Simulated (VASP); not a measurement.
# SnS (Pnma) in VASP: band structure with PBE

Aim: the band structure of SnS with PBE.

Program: VASP 6.6.1. These are calculated values, not measurements. Logs are shortened: lines on timing, memory, paths and dates and some standing lists are left out, and cuts for length are marked.

**The experiment to reproduce.**

“Linear dichroism of the optical properties of SnS and SnSe van der Waals crystals”, 2024, arxiv:2409.17412 reports, for a bulk crystal of SnS at 20 K: band gap 1.16 eV (indirect).

The runs below are set against these values where they give the same quantity.

## (1) The crystal as given

It takes space group Pnma (No. 62, orthorhombic). Conventional cell: a = 11.200 Å, b = 3.987 Å, c = 4.334 Å, α = 90.00°, β = 90.00°, γ = 90.00°. Sn (site symmetry m) is surrounded by 3 S at 2.63 to 2.67 Å. S (site symmetry m) has 3 Sn at 2.63 to 2.67 Å as nearest neighbours.

## (2) Band structure, PBE

The input, INCAR:

```
SYSTEM = SnS
  PREC = Accurate
  ENCUT = 520
  EDIFF = 1E-6
  ISMEAR = 0
  SIGMA = 0.02
  LREAL = .FALSE.
  LASPH = .TRUE.
  NELM = 100
  ALGO = Normal
  ISIF = 2
  LWAVE = .FALSE.
  LCHARG = .FALSE.
  GGA = PE
```

The input, KPOINTS:

```
Automatic mesh
0
G
  4 8 6
  0 0 0
```

The input, POSCAR:

```
SnS
1.0
   11.2000000000      0.0000000000      0.0000000000
    0.0000000000      3.9870000000      0.0000000000
    0.0000000000      0.0000000000      4.3340000000
Sn S
4 4
Direct
    0.1194000000      0.2500000000      0.1198000000
    0.3806000000      0.7500000000      0.6198000000
    0.6194000000      0.2500000000      0.3802000000
    0.8806000000      0.7500000000      0.8802000000
    0.8508000000      0.2500000000      0.4793000000
    0.6492000000      0.7500000000      0.9793000000
    0.3508000000      0.2500000000      0.0207000000
    0.1492000000      0.7500000000      0.5207000000
```

The input, KPOINTS_OPT:

```
path GXSYGZURTZ,YT,UX,SR
10
line-mode
reciprocal
 0.0000000000  0.0000000000  0.0000000000  G
 0.0000000000  0.5000000000  0.0000000000  X

 0.0000000000  0.5000000000  0.0000000000  X
 0.0000000000  0.5000000000  0.5000000000  S

 0.0000000000  0.5000000000  0.5000000000  S
 0.0000000000  0.0000000000  0.5000000000  Y

 0.0000000000  0.0000000000  0.5000000000  Y
 0.0000000000  0.0000000000  0.0000000000  G

 0.0000000000  0.0000000000  0.0000000000  G
 0.5000000000  0.0000000000  0.0000000000  Z

 0.5000000000  0.0000000000  0.0000000000  Z
 0.5000000000  0.5000000000  0.0000000000  U

 0.5000000000  0.5000000000  0.0000000000  U
 0.5000000000  0.5000000000  0.5000000000  R

 0.5000000000  0.5000000000  0.5000000000  R
 0.5000000000  0.0000000000  0.5000000000  T

 0.5000000000  0.0000000000  0.5000000000  T
 0.5000000000  0.0000000000  0.0000000000  Z

 0.0000000000  0.0000000000  0.5000000000  Y
 0.5000000000  0.0000000000  0.5000000000  T

 0.5000000000  0.5000000000  0.0000000000  U
 0.0000000000  0.5000000000  0.0000000000  X

 0.0000000000  0.5000000000  0.5000000000  S
 0.5000000000  0.5000000000  0.5000000000  R
```

Potentials or basis: VASP PAW PBE potentials, release 64 (Sn_d, S).

On the command line:

```sh
$ cat potpaw_PBE.64/Sn_d/POTCAR potpaw_PBE.64/S/POTCAR > POTCAR
$ mpirun -np 1 vasp_std > vasp.out
```

OUTCAR:

```text
SYSTEM = SnS
   PREC = Accurate
   ENCUT = 520
   EDIFF = 1E-6
   ISMEAR = 0
   LREAL = .FALSE.
   LASPH = .TRUE.
   NELM = 100
   ISIF = 2
   GGA = PE

 ion  position               nearest neighbor table
   1  0.119  0.250  0.120-   7 2.63   8 2.67   8 2.67   4 3.49   4 3.49
   2  0.381  0.750  0.620-   8 2.63   7 2.67   7 2.67   3 3.49   3 3.49
   3  0.619  0.250  0.380-   5 2.63   6 2.67   6 2.67   2 3.49   2 3.49
   4  0.881  0.750  0.880-   6 2.63   5 2.67   5 2.67   1 3.49   1 3.49
   5  0.851  0.250  0.479-   3 2.63   4 2.67   4 2.67
   6  0.649  0.750  0.979-   4 2.63   3 2.67   3 2.67
   7  0.351  0.250  0.021-   1 2.63   2 2.67   2 2.67
   8  0.149  0.750  0.521-   2 2.63   1 2.67   1 2.67

  LATTYP: Found a simple orthorhombic cell.
 ALAT       =     3.9870000000
 B/A-ratio  =     1.0870328568
 C/A-ratio  =     2.8091296714

  Lattice vectors:

 A1 = (   0.0000000000,   3.9870000000,   0.0000000000)
 A2 = (   0.0000000000,   0.0000000000,   4.3340000000)
 A3 = (  11.2000000000,   0.0000000000,   0.0000000000)

Analysis of symmetry for initial positions (statically):
=====================================================================
 Subroutine PRICEL returns:
 Original cell was already a primitive cell.

 Routine SETGRP: Setting up the symmetry group for a
 simple orthorhombic supercell.

 Subroutine GETGRP returns: Found  8 space group operations
 (whereof  2 operations were pure point group operations)
 out of a pool of  8 trial point group operations.

The static configuration has the point symmetry S_2 .
 The point group associated with its full space group is D_2h.

Analysis of symmetry for dynamics (positions and initial velocities):
=====================================================================
 Subroutine PRICEL returns:
 Original cell was already a primitive cell.

 Routine SETGRP: Setting up the symmetry group for a
 simple orthorhombic supercell.

 Subroutine GETGRP returns: Found  8 space group operations
 (whereof  2 operations were pure point group operations)
 out of a pool of  8 trial point group operations.

The dynamic configuration has the point symmetry S_2 .
 The point group associated with its full space group is D_2h.

 Subroutine INISYM returns: Found  8 space group operations
 (whereof  2 operations are pure point group operations),
 and found     1 'primitive' translations

----------------------------------------------------------------------------------------

                                     Primitive cell

  volume of cell :     193.5322

  direct lattice vectors                    reciprocal lattice vectors
    11.200000000  0.000000000  0.000000000     0.089285714  0.000000000  0.000000000
     0.000000000  3.987000000  0.000000000     0.000000000  0.250815149  0.000000000
     0.000000000  0.000000000  4.334000000     0.000000000  0.000000000  0.230733733

  length of vectors
    11.200000000  3.987000000  4.334000000     0.089285714  0.250815149  0.230733733

  position of ions in fractional coordinates (direct lattice)
     0.119400000  0.250000000  0.119800000
     0.380600000  0.750000000  0.619800000
     0.619400000  0.250000000  0.380200000
     0.880600000  0.750000000  0.880200000
     0.850800000  0.250000000  0.479300000
     0.649200000  0.750000000  0.979300000
     0.350800000  0.250000000  0.020700000
     0.149200000  0.750000000  0.520700000

  ion indices of the primitive-cell ions
   primitive index   ion index
                 1           1
                 2           2
                 3           3
                 4           4
                 5           5
                 6           6
                 7           7
                 8           8

----------------------------------------------------------------------------------------

 KPOINTS: Automatic mesh

Automatic generation of k-mesh.
 Grid dimensions read from file:
 generate k-points for:    4    8    6

 Generating k-lattice:

  Cartesian coordinates                     Fractional coordinates (reciprocal lattice)
     0.022321429  0.000000000  0.000000000     0.250000000  0.000000000  0.000000000
     0.000000000  0.031351894  0.000000000     0.000000000  0.125000000  0.000000000
     0.000000000  0.000000000  0.038455622     0.000000000  0.000000000  0.166666667

  Length of vectors
     0.022321429  0.031351894  0.038455622

  Shift w.r.t. Gamma in fractional coordinates (k-lattice)
     0.000000000  0.000000000  0.000000000

 Subroutine IBZKPT returns following result:
 ===========================================

 Found     60 irreducible k-points:

 Following reciprocal coordinates:
            Coordinates               Weight
  0.000000  0.000000  0.000000      1.000000
  0.250000  0.000000  0.000000      2.000000
  0.500000  0.000000  0.000000      1.000000
  0.000000  0.125000  0.000000      2.000000
  0.250000  0.125000  0.000000      4.000000
  0.500000  0.125000  0.000000      2.000000
[... 16 lines left out ...]
  0.250000  0.250000  0.166667      8.000000
  0.500000  0.250000  0.166667      4.000000
 [... further k-points ...]
   k-points           NKPTS =     60   k-points in BZ     NKDIM =     60   number of bands    NBANDS=     48
   number of dos      NEDOS =    301   number of ions     NIONS =      8
   total plane-waves  NPLWV =  80640
   dimension x,y,z NGX =    84 NGY =   30 NGZ =   32
   dimension x,y,z NGXF=   168 NGYF=   60 NGZF=   64
   ions per type =               4   4
   NGX,Y,Z   is equivalent  to a cutoff of  12.47, 12.51, 12.27 a.u.
   NGXF,Y,Z  is equivalent  to a cutoff of  24.94, 25.02, 24.55 a.u.
 SYSTEM =  SnS
   PREC   = accura    normal or accurate (medium, high low for compatibility)
   ISTART =      0    job   : 0-new  1-cont  2-samecut
   ICHARG =      2    charge: 1-file 2-atom 10-const
   ISPIN  =      1    spin polarized calculation?
   LNONCOLLINEAR =      F non collinear calculations
   LSORBIT =      F    spin-orbit coupling
   LASPH  =      T    aspherical Exc in radial PAW
   ENCUT  =  520.0 eV  38.22 Ry    6.18 a.u.  20.82  7.41  8.06*2*pi/ulx,y,z
   NELM   =    100;   NELMIN=  2; NELMDL= -5     # of ELM steps
   EDIFF  = 0.1E-05   stopping-criterion for ELM
   LREAL  =      F    real-space projection
   EDIFFG = 0.1E-04   stopping-criterion for IOM
   NSW    =      0    number of steps for IOM
   IBRION =     -1    ionic relax: 0-MD 1-quasi-New 2-CG
   NFREE  =      0    steps in history (QN), initial steepest desc. (CG)
   ISIF   =      2    stress and relaxation
   ISYM   =      2    0-nonsym 1-usesym 2-fastsym
   POTIM  = 0.5000    time-step for ionic-motion
   TEBEG  =    0.0;   TEEND  =   0.0 temperature during run
   PSTRESS=    0.0 pullay stress
   NELECT =      80.0000    total number of electrons
   NUPDOWN=      -1.0000    fix difference up-down
   EMIN   =  10.00;   EMAX   =-10.00  energy-range for DOS
   EFERMI =   0.00;   METHOD = LEGACY
   ISMEAR =     0;   SIGMA  =   0.02  broadening in eV -4-tet -1-fermi 0-gaus
   EFERMI_NEDOS =   21; number of points for ismear=-14 and -15
   IALGO  =     38    algorithm
   IMIX   =      4    mixing-type and parameters
     AMIX     =   0.40;   BMIX     =  1.00
     AMIX_MAG =   1.60;   BMIX_MAG =  1.00
  volume/ion in A,a.u.               =      24.19       163.25
  Fermi-wavevector in a.u.,A,eV,Ry     =   1.219515  2.304549 20.234810  1.487217
  Thomas-Fermi vector in A             =   2.354764
   LORBIT       =      0    0 simple, 1 ext, 2 COOP (PROOUT), +10 PAW based schemes
   GGA     = PE    functional components
   LHFCALC =     F    Hartree Fock is set to
   AEXX    =    0.0000 exact exchange contribution
   IVDW    =     0    specifies the selected vdW correction
   LEPSILON=     F    determine dielectric tensor
   LRPA    =     F    only Hartree local field effects (RPA)
 non-spin polarized calculation
 Gauss-broadening in eV      SIGMA  =   0.02
  energy-cutoff  :      520.00
  volume of cell :      193.53
 maximum number of plane-waves:      5262
 NGX is ok and might be reduce to    84
   NGX = 41   NGY = 15   NGZ = 17

 number of electron      80.0000033 magnetization

 Free energy of the ion-electron system (eV)
  ---------------------------------------------------
  ext. energy  EPLUGINS =         0.00000000
  ---------------------------------------------------
  free energy    TOTEN  =       -35.39810121 eV

  energy without entropy =      -35.39810121  energy(sigma->0) =      -35.39810121

 E-fermi :   6.3242     XC(G=0):  -9.8470

 val. band max:        6.1665746714   @ k =   0.5000   0.0000   0.5000
 cond. band min:       7.1486326242   @ k =   0.0000   0.0000   0.0000
 fundamental gap:      0.9820579528
 Fermi energy:         6.3241961081

 k-point     1 :       0.0000    0.0000    0.0000
  band No.  band energies     occupation
      1     -15.0803      2.00000
      2     -15.0640      2.00000
      3     -15.0591      2.00000
      4     -15.0528      2.00000
      5     -15.0489      2.00000
      6     -15.0435      2.00000
[... 40 lines left out ...]
     47      10.3556      0.00000
     48      11.1580      0.00000

 k-point     2 :       0.2500    0.0000    0.0000
  band No.  band energies     occupation
      1     -15.0784      2.00000
      2     -15.0674      2.00000
      3     -15.0577      2.00000
      4     -15.0536      2.00000
      5     -15.0485      2.00000
      6     -15.0456      2.00000
[... 40 lines left out ...]
     47      10.4590      0.00000
     48      10.6865      0.00000

 k-point     3 :       0.5000    0.0000    0.0000
  band No.  band energies     occupation
      1     -15.0734      2.00000
      2     -15.0734      2.00000
      3     -15.0555      2.00000
      4     -15.0555      2.00000
      5     -15.0474      2.00000
      6     -15.0474      2.00000
[... 1060 lines left out ...]
     47      10.1245      0.00000
     48      10.1807      0.00000

 k-point    24 :       0.5000    0.2500    0.1667
  band No.  band energies     occupation
      1     -15.0643      2.00000
      2     -15.0643      2.00000
      3     -15.0571      2.00000
      4     -15.0571      2.00000
      5     -15.0469      2.00000
      6     -15.0469      2.00000
[... 40 lines left out ...]
     47       9.8854      0.00000
     48       9.8854      0.00000

 [... further k-points ...]

------------------------ aborting loop because EDIFF is reached ----------------------------------------

  FORCE on cell =-STRESS in cart. coord.  units (eV):
  Direction    XX          YY          ZZ          XY          YZ          ZX
  --------------------------------------------------------------------------------------
  -------------------------------------------------------------------------------------
  Total        2.8816014      2.6804858      2.5387990      0.0000000      0.0000000      0.0000000
  in kB       23.8556539     22.1906966     21.0177264      0.0000000      0.0000000      0.0000000
  external PRESSURE =      22.3546923 kB  Pullay stress =       0.0000000 kB

 VOLUME and BASIS-vectors are now :
 -----------------------------------------------------------------------------
  energy-cutoff  :      520.00
  volume of cell :      193.53
      direct lattice vectors                 reciprocal lattice vectors
    11.200000000  0.000000000  0.000000000     0.089285714  0.000000000  0.000000000
     0.000000000  3.987000000  0.000000000     0.000000000  0.250815149  0.000000000
     0.000000000  0.000000000  4.334000000     0.000000000  0.000000000  0.230733733

 POSITION                                       TOTAL-FORCE (eV/Angst)
 -----------------------------------------------------------------------------------
      1.33728      0.99675      0.51921        -0.115891     -0.000000     -0.077529
      4.26272      2.99025      2.68621         0.115891      0.000000     -0.077529
      6.93728      0.99675      1.64779        -0.115891      0.000000      0.077529
      9.86272      2.99025      3.81479         0.115891     -0.000000      0.077529
      9.52896      0.99675      2.07729         0.103548      0.000000     -0.079429
      7.27104      2.99025      4.24429        -0.103548      0.000000     -0.079429
      3.92896      0.99675      0.08971         0.103548     -0.000000      0.079429
      1.67104      2.99025      2.25671        -0.103548     -0.000000      0.079429
 -----------------------------------------------------------------------------------
    total drift:                                0.000000     -0.000000      0.000000

  FREE ENERGIE OF THE ION-ELECTRON SYSTEM (eV)
  ---------------------------------------------------
  free  energy   TOTEN  =       -35.3981012092 eV

  energy  without entropy=      -35.3981012092  energy(sigma->0) =      -35.39810121
```

Wall time 17 min (1 thread of Intel Xeon Platinum 8559C (Emerald Rapids), shared host); peak memory 0.72 GiB.

What came out:

* Free energy: -35.3981 eV
* Pressure: 2.2 GPa
* Largest force: 0.139 eV/Å
* Band gap on the k mesh: 0.98 eV, indirect (least direct gap 1.29 eV)
* Band gap along the path: 0.77 eV, indirect (least direct gap 0.98 eV)

Forces on the atoms (eV/Å):
```
Sn  -0.116  0.000 -0.078
Sn   0.116  0.000 -0.078
Sn  -0.116  0.000  0.078
Sn   0.116  0.000  0.078
S    0.104  0.000 -0.079
S   -0.104  0.000 -0.079
S    0.104  0.000  0.079
S   -0.104  0.000  0.079
```

Stress tensor (GPa, compression positive):
```
2.39 0.00 0.00
0.00 2.22 0.00
0.00 0.00 2.10
```

Levels at the corners of the path, in eV from the valence-band top:
```csv
point,band 38,band 39,band 40,band 41,band 42,band 43
Γ,-1.21,-0.82,-0.56,0.91,2.90,2.94
X,-1.04,-0.95,-0.95,1.25,1.25,1.65
X,-1.04,-0.95,-0.95,1.25,1.25,1.65
S,-2.42,-1.49,-1.49,2.78,2.78,2.97
S,-2.42,-1.49,-1.49,2.78,2.78,2.97
Y,-1.00,-0.11,-0.11,1.48,1.48,1.96
Y,-1.00,-0.11,-0.11,1.48,1.48,1.96
Γ,-1.21,-0.82,-0.56,0.91,2.90,2.94
Γ,-1.21,-0.82,-0.56,0.91,2.90,2.94
Z,-2.16,-0.65,-0.65,2.62,2.62,2.68
Z,-2.16,-0.65,-0.65,2.62,2.62,2.68
U,-1.10,-1.10,-1.10,1.62,1.62,1.62
U,-1.10,-1.10,-1.10,1.62,1.62,1.62
R,-1.68,-1.68,-1.68,2.62,2.62,2.62
R,-1.68,-1.68,-1.68,2.62,2.62,2.62
T,-0.80,-0.07,-0.07,1.43,1.43,1.92
T,-0.80,-0.07,-0.07,1.43,1.43,1.92
Z,-2.16,-0.65,-0.65,2.62,2.62,2.68
Y,-1.00,-0.11,-0.11,1.48,1.48,1.96
T,-0.80,-0.07,-0.07,1.43,1.43,1.92
U,-1.10,-1.10,-1.10,1.62,1.62,1.62
X,-1.04,-0.95,-0.95,1.25,1.25,1.65
S,-2.42,-1.49,-1.49,2.78,2.78,2.97
R,-1.68,-1.68,-1.68,2.62,2.62,2.62
```

Caveat: spin-orbit coupling is left out, which moves the levels of the heavy elements; the mesh misses the band edges, which the band path finds closer together.

## (3) How close it comes

Step 2. Against the measured gap of SnS, 1.16 eV (indirect; 20 K; “Linear dichroism of the optical properties of SnS and SnSe van der Waals crystals”, 2024, arxiv:2409.17412), the calculated 0.77 eV is off by -0.39 eV. 2 values of this kind are on record (1.09 to 1.16 eV); this one was drawn at random. Spin-orbit coupling on Sn is left out. The value is that of PBE, without temperature or zero-point motion. Semilocal functionals fall short of measured gaps as a rule.
